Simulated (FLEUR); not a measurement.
# Ti3Al (P-6m2) in FLEUR: a series of runs

One crystal, Ti3Al, is run at these levels: r2SCAN; tasks: band structure, equation of state.

Program: FLEUR MaX-R8.1 (later development tree). These are calculated values, not measurements. Logs are shortened: lines on timing, memory, paths and dates and some standing lists are left out, and cuts for length are marked.

## 1. The crystal as given

Symmetry: P-6m2, No. 187, hexagonal system. Conventional cell: a = 2.928 Å, b = 2.928 Å, c = 9.226 Å, α = 90.00°, β = 90.00°, γ = 120.00°. Around Ti (site symmetry 3m) lie 9 Ti at 2.86 to 2.93 Å and 3 Al at 2.86 Å. Ti (site symmetry -6m2) has 12 Ti at 2.86 to 2.93 Å as nearest neighbours. Al (site symmetry -6m2) is surrounded by 6 Ti at 2.86 Å and 6 Al at 2.93 Å.

The cell comes from a database or a generator and needn't be the stable form of this composition.

## 2. Band structure, r2SCAN

Contents of inp.xml:

```xml
<?xml version="1.0" encoding="UTF-8" standalone="no"?>
<fleurInput fleurInputVersion="0.39">
   <comment>
      Ti3Al                                                                                               
   </comment>
   <calculationSetup>
      <cutoffs Kmax="4.1" Gmax="12.7" GmaxXC="12.7" numbands="0"/>
      <scfLoop itmax="80" minDistance="0.0001" maxIterBroyd="30" imix="Anderson" alpha="0.05" precondParam="0.0" spinf="2.0" sdNocoIR="T"/>
      <coreElectrons ctail="F" frcor="F" kcrel="0" coretail_lmax="0"/>
      <xcFunctional name="LibXC" relativisticCorrections="F">
         <LibXCName exchange="mgga_x_r2scan" correlation="mgga_c_r2scan"/>
         <AuxGGA exchange="117" correlation="130"/>
      </xcFunctional>
      <magnetism jspins="1"/>
      <soc l_soc="F" theta="0.0" phi="0.0" spav="F"/>
      <expertModes spex="0" secvar="F"/>
      <geometryOptimization l_f="F" forcealpha="1.0" forcemix="BFGS" epsdisp="0.00001" epsforce="0.00001"/>
      <ldaU l_linMix="F" mixParam="0.05" spinf="1.0"/>
   </calculationSetup>
   <cell>
      <bzIntegration valenceElectrons="47.0" mode="hist" fermiSmearingEnergy="0.00183747">
         <kPointListSelection listName="default-1"/>
         <!-- k-points included here -->
         <xi:include xmlns:xi="http://www.w3.org/2001/XInclude" href="kpts.xml"> </xi:include>
      </bzIntegration>
      <!-- symmetry operations included here -->
[... 39 lines left out ...]
         <lo type="SCLO" l="3" n="4" eDeriv="2"/>
      </species>
   </atomSpecies>
   <atomGroups>
      <atomGroup species="Titanium (Ti)">
         <relPos label="                   1">1.000/3.000 -1.000/3.000 .2494060000</relPos>
         <relPos label="                   2">1.000/3.000 -1.000/3.000 -.2494060000</relPos>
         <force calculate="T" relaxXYZ="TTT"/>
      </atomGroup>
      <atomGroup species="Titanium (Ti)">
         <relPos label="                   3">-1.000/3.000 1.000/3.000 .0000000000</relPos>
         <force calculate="T" relaxXYZ="TTT"/>
      </atomGroup>
      <atomGroup species="Aluminum (Al)">
         <relPos label="                   4">-1.000/3.000 1.000/3.000 1.000/2.000</relPos>
         <force calculate="T" relaxXYZ="TTT"/>
      </atomGroup>
   </atomGroups>
   <output dos="F" band="F" slice="F">
      <checks vchk="F" cdinf="F"/>
      <bandDOS minEnergy="-.5*Htr" maxEnergy="0.5*Htr" sigma="0.015" storeEVData="T"/>
      <vacuumDOS vacdos="F" integ="F" star="F" nstars="0" locx1="0.0" locy1="0.0" locx2="0.0" locy2="0.0" nstm="0" tworkf="0.0"/>
      <unfoldingBand unfoldBand="F" supercellX="1" supercellY="1" supercellZ="1"/>
      <plotting iplot="0" polar="F">
         <plot TwoD="T" vec1="  1.0  0.0  0.0" vec2="  0.0  1.0  0.0" vec3="  0.0  0.0  1.0" zero="  0.0  0.0  0.0" file="plot"/>
      </plotting>
      <chargeDensitySlicing numkpt="0" minEigenval="0.0" maxEigenval="0.0" nnne="0" pallst="F"/>
      <specialOutput eonly="F"/>
      <moessbauerParams electricFieldGradient="T" isomerShift="T" coreHyperfine="T" valenceHyperfine="T"/>
      <magneticCircularDichroism mcd="F" energyLo="-10.0" energyUp="0.0"/>
   </output>
  <!-- We include the file relax.xml here to enable relaxations (see documentation) -->
  <xi:include xmlns:xi="http://www.w3.org/2001/XInclude" href="relax.xml"> <xi:fallback/> </xi:include>
</fleurInput>
```

Contents of crystal.txt:

```
Ti3Al
&input cartesian=F /
2.9275422229  0.0000000000  0.0000000000
-1.4637711114  2.5353259357  0.0000000000
0.0000000000  0.0000000000  9.2263620000
1.8897261246
1.0 1.0 1.0

4
22 0.3333333334  0.6666666666  0.2494060000
22 0.3333333334  0.6666666666  0.7505940000
22 0.6666666667  0.3333333333  0.0000000000
13 0.6666666667  0.3333333333  0.5000000000

&kpt div1=10 div2=10 div3=3 gamma=T /
```

Contents of inp.xml (bands):

```
<?xml version="1.0" encoding="UTF-8" standalone="no"?>
<fleurInput fleurInputVersion="0.39">
   <comment>
      Ti3Al                                                                                               
   </comment>
   <calculationSetup>
      <cutoffs Kmax="4.1" Gmax="12.7" GmaxXC="12.7" numbands="0"/>
      <scfLoop itmax="80" minDistance="0.0001" maxIterBroyd="30" imix="Anderson" alpha="0.05" precondParam="0.0" spinf="2.0" sdNocoIR="T"/>
      <coreElectrons ctail="F" frcor="F" kcrel="0" coretail_lmax="0"/>
      <xcFunctional name="LibXC" relativisticCorrections="F">
         <LibXCName exchange="mgga_x_r2scan" correlation="mgga_c_r2scan"/>
         <AuxGGA exchange="117" correlation="130"/>
      </xcFunctional>
      <magnetism jspins="1"/>
      <soc l_soc="F" theta="0.0" phi="0.0" spav="F"/>
      <expertModes spex="0" secvar="F"/>
      <geometryOptimization l_f="F" forcealpha="1.0" forcemix="BFGS" epsdisp="0.00001" epsforce="0.00001"/>
      <ldaU l_linMix="F" mixParam="0.05" spinf="1.0"/>
   </calculationSetup>
   <cell>
      <bzIntegration valenceElectrons="47.0" mode="hist" fermiSmearingEnergy="0.00183747">
         <kPointListSelection listName="path-1"/>
         <!-- k-points included here -->
         <xi:include xmlns:xi="http://www.w3.org/2001/XInclude" href="kpts.xml"> </xi:include>
      </bzIntegration>
      <!-- symmetry operations included here -->
[... 40 lines left out ...]
      </species>
   </atomSpecies>
   <atomGroups>
      <atomGroup species="Titanium (Ti)">
         <relPos label="                   1">1.000/3.000 -1.000/3.000 .2494060000</relPos>
         <relPos label="                   2">1.000/3.000 -1.000/3.000 -.2494060000</relPos>
         <force calculate="T" relaxXYZ="TTT"/>
      </atomGroup>
      <atomGroup species="Titanium (Ti)">
         <relPos label="                   3">-1.000/3.000 1.000/3.000 .0000000000</relPos>
         <force calculate="T" relaxXYZ="TTT"/>
      </atomGroup>
      <atomGroup species="Aluminum (Al)">
         <relPos label="                   4">-1.000/3.000 1.000/3.000 1.000/2.000</relPos>
         <force calculate="T" relaxXYZ="TTT"/>
      </atomGroup>
   </atomGroups>
   <output dos="F" band="T" slice="F">
      <checks vchk="F" cdinf="F"/>
      <bandDOS minEnergy="-.5*Htr" maxEnergy="0.5*Htr" sigma="0.015" storeEVData="T"/>
      <vacuumDOS vacdos="F" integ="F" star="F" nstars="0" locx1="0.0" locy1="0.0" locx2="0.0" locy2="0.0" nstm="0" tworkf="0.0"/>
      <unfoldingBand unfoldBand="F" supercellX="1" supercellY="1" supercellZ="1"/>
      <plotting iplot="0" polar="F">
         <plot TwoD="T" vec1="  1.0  0.0  0.0" vec2="  0.0  1.0  0.0" vec3="  0.0  0.0  1.0" zero="  0.0  0.0  0.0" file="plot"/>
      </plotting>
      <chargeDensitySlicing numkpt="0" minEigenval="0.0" maxEigenval="0.0" nnne="0" pallst="F"/>
      <specialOutput eonly="F"/>
      <moessbauerParams electricFieldGradient="T" isomerShift="T" coreHyperfine="T" valenceHyperfine="T"/>
      <magneticCircularDichroism mcd="F" energyLo="-10.0" energyUp="0.0"/>
   </output>
  <!-- We include the file relax.xml here to enable relaxations (see documentation) -->
  <xi:include xmlns:xi="http://www.w3.org/2001/XInclude" href="relax.xml"> <xi:fallback/> </xi:include>
</fleurInput>
```

Potentials or basis: all-electron, FLAPW.

The run is started by

```console
$ inpgen -f crystal.txt -profile fastHighL
$ # inp.xml edited to the form shown
$ fleur_MPI
$ fleur_MPI   # second run, on inp.xml (bands)
```

Log:

```text
Welcome to FLEUR        (www.flapw.de)
      MaX-Release 8.1          (www.max-centre.eu)
 func_ids         498         497         498         497
 MetaGGA potential functional detected - V_tau will be computed
 Auxiliary Potential for radial basis: exchange=         117  correlation=         130
The functional 'Re-regularized SCAN exchange by Furness et al' is an exchange functional, it belongs to the 'MGGA' family and is defined in the reference(s):
[1] J. W. Furness, A. D. Kaplan, J. Ning, J. P. Perdew, and J. Sun.,  J. Phys. Chem. Lett. 11, 8208-8215 (2020)
[2] J. W. Furness, A. D. Kaplan, J. Ning, J. P. Perdew, and J. Sun.,  J. Phys. Chem. Lett. 11, 9248-9248 (2020)
The functional 'Re-regularized SCAN correlation by Furness et al' is a correlation functional, it belongs to the 'MGGA' family and is defined in the reference(s):
[1] J. W. Furness, A. D. Kaplan, J. Ning, J. P. Perdew, and J. Sun.,  J. Phys. Chem. Lett. 11, 8208-8215 (2020)
[2] J. W. Furness, A. D. Kaplan, J. Ning, J. P. Perdew, and J. Sun.,  J. Phys. Chem. Lett. 11, 9248-9248 (2020)
 Using same functional for VXC and EXC

 ========== k-point set info ==========
 Selected k-point list: default-1
 k-point list type: mesh
 10 x 10 x 3
 Number of k points: 28

 ------------Calculation Setup---------------------------
 Number of MPI-tasks      :            1
 Number of PE/node        :            1
 Number of OMP-threads    :            1
 Most efficient MPI parallelization for:
           1           2           4           7          14          28
 Additional eigenvalue parallelization possible
 Number of basis functions:          703
 Approximate size of matrices (H+S) per k-point:         0.015 GB
 --------------------------------------------------------
The functional 'Hammer, Hansen, and Norskov' is an exchange functional, it belongs to the 'GGA' family and is defined in the reference(s):
[1] B. Hammer, L. B. Hansen, and J. K. Nørskov.,  Phys. Rev. B 59, 7413 (1999)
The functional 'Perdew, Burke & Ernzerhof' is a correlation functional, it belongs to the 'GGA' family and is defined in the reference(s):
[1] J. P. Perdew, K. Burke, and M. Ernzerhof.,  Phys. Rev. Lett. 77, 3865 (1996)
[2] J. P. Perdew, K. Burke, and M. Ernzerhof.,  Phys. Rev. Lett. 78, 1396 (1997)
 Using same functional for VXC and EXC
 Using auxiliary GGA potential for the first iteration of MetaGGA calculation.
 Reset of history
 Reset of history
 Iteration:     1   Distance:      16.60779014 me/bohr^3
The functional 'Hammer, Hansen, and Norskov' is an exchange functional, it belongs to the 'GGA' family and is defined in the reference(s):
[1] B. Hammer, L. B. Hansen, and J. K. Nørskov.,  Phys. Rev. B 59, 7413 (1999)
The functional 'Perdew, Burke & Ernzerhof' is a correlation functional, it belongs to the 'GGA' family and is defined in the reference(s):
[1] J. P. Perdew, K. Burke, and M. Ernzerhof.,  Phys. Rev. Lett. 77, 3865 (1996)
[2] J. P. Perdew, K. Burke, and M. Ernzerhof.,  Phys. Rev. Lett. 78, 1396 (1997)
 Using same functional for VXC and EXC
 Iteration:     2   Distance:      16.16375775 me/bohr^3
The functional 'Hammer, Hansen, and Norskov' is an exchange functional, it belongs to the 'GGA' family and is defined in the reference(s):
[1] B. Hammer, L. B. Hansen, and J. K. Nørskov.,  Phys. Rev. B 59, 7413 (1999)
The functional 'Perdew, Burke & Ernzerhof' is a correlation functional, it belongs to the 'GGA' family and is defined in the reference(s):
[1] J. P. Perdew, K. Burke, and M. Ernzerhof.,  Phys. Rev. Lett. 77, 3865 (1996)
[2] J. P. Perdew, K. Burke, and M. Ernzerhof.,  Phys. Rev. Lett. 78, 1396 (1997)
 Using same functional for VXC and EXC
 Iteration:     3   Distance:      15.11645350 me/bohr^3
The functional 'Hammer, Hansen, and Norskov' is an exchange functional, it belongs to the 'GGA' family and is defined in the reference(s):
[1] B. Hammer, L. B. Hansen, and J. K. Nørskov.,  Phys. Rev. B 59, 7413 (1999)
The functional 'Perdew, Burke & Ernzerhof' is a correlation functional, it belongs to the 'GGA' family and is defined in the reference(s):
[1] J. P. Perdew, K. Burke, and M. Ernzerhof.,  Phys. Rev. Lett. 77, 3865 (1996)
[2] J. P. Perdew, K. Burke, and M. Ernzerhof.,  Phys. Rev. Lett. 78, 1396 (1997)
 Using same functional for VXC and EXC
 Iteration:     4   Distance:       9.66158593 me/bohr^3
The functional 'Hammer, Hansen, and Norskov' is an exchange functional, it belongs to the 'GGA' family and is defined in the reference(s):
[1] B. Hammer, L. B. Hansen, and J. K. Nørskov.,  Phys. Rev. B 59, 7413 (1999)
The functional 'Perdew, Burke & Ernzerhof' is a correlation functional, it belongs to the 'GGA' family and is defined in the reference(s):
[1] J. P. Perdew, K. Burke, and M. Ernzerhof.,  Phys. Rev. Lett. 77, 3865 (1996)
[2] J. P. Perdew, K. Burke, and M. Ernzerhof.,  Phys. Rev. Lett. 78, 1396 (1997)
 Using same functional for VXC and EXC
 Iteration:     5   Distance:       5.22620180 me/bohr^3
The functional 'Hammer, Hansen, and Norskov' is an exchange functional, it belongs to the 'GGA' family and is defined in the reference(s):
[1] B. Hammer, L. B. Hansen, and J. K. Nørskov.,  Phys. Rev. B 59, 7413 (1999)
The functional 'Perdew, Burke & Ernzerhof' is a correlation functional, it belongs to the 'GGA' family and is defined in the reference(s):
[1] J. P. Perdew, K. Burke, and M. Ernzerhof.,  Phys. Rev. Lett. 77, 3865 (1996)
[2] J. P. Perdew, K. Burke, and M. Ernzerhof.,  Phys. Rev. Lett. 78, 1396 (1997)
 Using same functional for VXC and EXC
 Iteration:     6   Distance:       2.21510864 me/bohr^3
The functional 'Hammer, Hansen, and Norskov' is an exchange functional, it belongs to the 'GGA' family and is defined in the reference(s):
[1] B. Hammer, L. B. Hansen, and J. K. Nørskov.,  Phys. Rev. B 59, 7413 (1999)
The functional 'Perdew, Burke & Ernzerhof' is a correlation functional, it belongs to the 'GGA' family and is defined in the reference(s):
[1] J. P. Perdew, K. Burke, and M. Ernzerhof.,  Phys. Rev. Lett. 77, 3865 (1996)
[2] J. P. Perdew, K. Burke, and M. Ernzerhof.,  Phys. Rev. Lett. 78, 1396 (1997)
 Using same functional for VXC and EXC
[... 54 lines left out ...]
[2] J. P. Perdew, K. Burke, and M. Ernzerhof.,  Phys. Rev. Lett. 78, 1396 (1997)
 Using same functional for VXC and EXC
 Iteration:    15   Distance:       0.00393881 me/bohr^3
The functional 'Hammer, Hansen, and Norskov' is an exchange functional, it belongs to the 'GGA' family and is defined in the reference(s):
[1] B. Hammer, L. B. Hansen, and J. K. Nørskov.,  Phys. Rev. B 59, 7413 (1999)
The functional 'Perdew, Burke & Ernzerhof' is a correlation functional, it belongs to the 'GGA' family and is defined in the reference(s):
[1] J. P. Perdew, K. Burke, and M. Ernzerhof.,  Phys. Rev. Lett. 77, 3865 (1996)
[2] J. P. Perdew, K. Burke, and M. Ernzerhof.,  Phys. Rev. Lett. 78, 1396 (1997)
 Using same functional for VXC and EXC
 Iteration:    16   Distance:       0.00136121 me/bohr^3
The functional 'Hammer, Hansen, and Norskov' is an exchange functional, it belongs to the 'GGA' family and is defined in the reference(s):
[1] B. Hammer, L. B. Hansen, and J. K. Nørskov.,  Phys. Rev. B 59, 7413 (1999)
The functional 'Perdew, Burke & Ernzerhof' is a correlation functional, it belongs to the 'GGA' family and is defined in the reference(s):
[1] J. P. Perdew, K. Burke, and M. Ernzerhof.,  Phys. Rev. Lett. 77, 3865 (1996)
[2] J. P. Perdew, K. Burke, and M. Ernzerhof.,  Phys. Rev. Lett. 78, 1396 (1997)
 Using same functional for VXC and EXC
 Iteration:    17   Distance:       0.00173167 me/bohr^3
The functional 'Hammer, Hansen, and Norskov' is an exchange functional, it belongs to the 'GGA' family and is defined in the reference(s):
[1] B. Hammer, L. B. Hansen, and J. K. Nørskov.,  Phys. Rev. B 59, 7413 (1999)
The functional 'Perdew, Burke & Ernzerhof' is a correlation functional, it belongs to the 'GGA' family and is defined in the reference(s):
[1] J. P. Perdew, K. Burke, and M. Ernzerhof.,  Phys. Rev. Lett. 77, 3865 (1996)
[2] J. P. Perdew, K. Burke, and M. Ernzerhof.,  Phys. Rev. Lett. 78, 1396 (1997)
 Using same functional for VXC and EXC
 Iteration:    18   Distance:       0.00055181 me/bohr^3
The functional 'Hammer, Hansen, and Norskov' is an exchange functional, it belongs to the 'GGA' family and is defined in the reference(s):
[1] B. Hammer, L. B. Hansen, and J. K. Nørskov.,  Phys. Rev. B 59, 7413 (1999)
The functional 'Perdew, Burke & Ernzerhof' is a correlation functional, it belongs to the 'GGA' family and is defined in the reference(s):
[1] J. P. Perdew, K. Burke, and M. Ernzerhof.,  Phys. Rev. Lett. 77, 3865 (1996)
[2] J. P. Perdew, K. Burke, and M. Ernzerhof.,  Phys. Rev. Lett. 78, 1396 (1997)
 Using same functional for VXC and EXC
 Iteration:    19   Distance:       0.00007444 me/bohr^3

 ********************************************************************
 Run finished successfully
 Stop message:
   all done
 ********************************************************************
```

Run time: 4.2 min. Hardware: 1 thread of Arm Neoverse V2, shared host; peak memory 0.14 GiB.

Results:

```
Free energy                                           : -76323.3040 eV
Band gap along the path                               : none (metal or under the smearing width)
Valence electrons inside the program's atomic spheres : Ti 10.53, 10.56; Al 9.85 (radii Ti 2.5, Al 2.51 bohr)
```

Levels at the corners of the path, in eV from the Fermi level:
```csv
point,band 21,band 22,band 23,band 24,band 25,band 26,band 27,band 28
Γ,-0.94,0.38,0.78,0.91,0.91,1.01,1.01,1.33
M,-1.56,-1.28,-0.75,-0.54,0.96,1.03,1.14,1.91
K,-1.31,-1.24,-0.82,-0.56,-0.45,-0.12,0.15,1.77
Γ,-0.94,0.38,0.78,0.91,0.91,1.01,1.01,1.33
A,-1.15,0.35,0.83,0.92,0.92,1.00,1.00,1.34
L,-1.66,-1.29,-1.00,-0.26,0.89,0.99,1.12,2.04
H,-1.31,-1.31,-1.04,-0.68,-0.09,0.02,0.05,1.88
A,-1.15,0.35,0.83,0.92,0.92,1.00,1.00,1.34
L,-1.66,-1.29,-1.00,-0.26,0.89,0.99,1.12,2.04
M,-1.56,-1.28,-0.75,-0.54,0.96,1.03,1.14,1.91
K,-1.31,-1.24,-0.82,-0.56,-0.45,-0.12,0.15,1.77
H,-1.31,-1.31,-1.04,-0.68,-0.09,0.02,0.05,1.88
```

Core levels (eV from the Fermi level):
```csv
atom,levels
1 Ti,"1s1/2 -4863.3, 2s1/2 -531.6, 2p1/2 -442.5, 2p3/2 -436.8"
2 Ti,"1s1/2 -4863.3, 2s1/2 -531.6, 2p1/2 -442.5, 2p3/2 -436.8"
3 Ti,"1s1/2 -4863.3, 2s1/2 -531.6, 2p1/2 -442.5, 2p3/2 -436.7"
4 Al,1s1/2 -1505.5
```

Caveat: the meta-GGA is that of a development version, with a GGA for the radial functions and cores and without core tails.

(Part 1 of 2 ends here.)
